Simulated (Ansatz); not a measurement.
# Cd: a line through an energy map

One line of a two-coordinate grid on Cd (Fm-3m, No. 225; 1 atom in the cell): c/a of the conventional cell is varied, at volume per atom = 23.52 Å³.

Program: Ansatz 0.2.0. Level of theory: DFT PBE, scalar-relativistic, plane waves, PAW. These are calculated values, not measurements.

24 further runs of the same task are left out: 1 that didn't finish, 23 set aside as unsound or not needed.

### 1 The starting structure

It takes space group Fm-3m (No. 225, cubic). The conventional cell has a = 4.508 Å, b = 4.508 Å, c = 4.508 Å, α = 90.00°, β = 90.00°, γ = 90.00°. Around Cd (site symmetry m-3m) lie 12 Cd at 3.19 Å.

Structure file:

```cif
data_structure
_symmetry_space_group_name_H-M 'Fm-3m'
_symmetry_Int_Tables_number 225
_cell_length_a 4.5083
_cell_length_b 4.5083
_cell_length_c 4.5083
_cell_angle_alpha 90.000
_cell_angle_beta 90.000
_cell_angle_gamma 90.000
_cell_volume 91.63
loop_
_atom_site_label
_atom_site_type_symbol
_atom_site_symmetry_multiplicity
_atom_site_Wyckoff_symbol
_atom_site_fract_x
_atom_site_fract_y
_atom_site_fract_z
_atom_site_occupancy
Cd1 Cd 4 a 0.00000 0.00000 0.00000 1
```

It goes back to an entry of the Materials Project, which need not be the stable form.

This cell was relaxed beforehand with the same method: volume 22.91 Å³/atom, gap on the mesh none (metal).

### 2 Plan of the line

The energy is mapped over volume and the cell's shape.

First coordinate, volume per atom: 7 values from 21.07 to 24.74 Å³. Second coordinate, c/a of the conventional cell: 9 values from 0.629 to 1.167.

Nothing else is relaxed (symmetry fixes all fractional coordinates). Energies count from the relaxed crystal. Points are written as (first, second).

### 3 Grid point (23.52 Å³, 0.629)

Contents of input.yaml:

```yaml
crystal:
  lattice:
    - [0.0, 2.6537909833, 1.6697652867]
    - [2.6537909833, 0.0, 1.6697652867]
    - [2.6537909833, 2.6537909833, 0.0]
  atoms:
    - { symbol: Cd, position: [0.0, 0.0, 0.0] }
basis:
  ecutwfc: 420
kpoints:
  mp_grid: { grid: [18, 18, 18] }
hamiltonian:
  xc: pbe
scf:
  occupations: { method: gaussian, width: 0.15 }
output:
  forces: true
  stress: true
  eigenvalues: true
```

Launch:

```
$ ansatz run input.yaml --threads 1 --pin off --max-ram 2048MiB --backend cpu --events-out ev --progress --plain --runs-dir out
```

Further runs follow: the other points of the line.

Before running it: what results should come out? Wanted: for each run, c/a of the conventional cell; energy; slope; pressure.

The runs gave:

| c/a of the conventional cell | step | energy (meV/atom) | slope (meV/atom per unit) | pressure (GPa) |
| --- | --- | --- | --- | --- |
| 0.629 | 3 | 38 | 336 | −0.37 |
| 0.680 | 4 | 48 | 141 | −0.17 |
| 0.734 | 5 | 49 | −92 | −0.13 |
| 0.793 | 6 | 39 | −236 | −0.43 |
| 0.857 | 7 | 23 | −239 | −0.77 |
| 0.926 | – | 8 | −160 | −1.02 |
| 1.000 | 8 | 2.5 | 0 | −1.13 |
| 1.080 | 9 | 12 | 235 | −0.95 |
| 1.167 | 10 | 34 | 268 | −0.13 |

Energies count from the relaxed crystal. Rows without a step come from runs not printed here or follow by symmetry. Slopes come from the forces (and the stress, where the cell changes), not from differences of energies.

In words: Along the line the energy is lowest at 1.000, 2.5 meV/atom from the zero. Energies and slopes round the minimum, fitted together, put the minimum at 0.9999, with a curvature of about 2500 meV/atom per (unit)². The highest point computed, at 0.734, lies 47 meV/atom above the lowest. This is one cut through a surface in two coordinates; the map's lowest point lies off it.
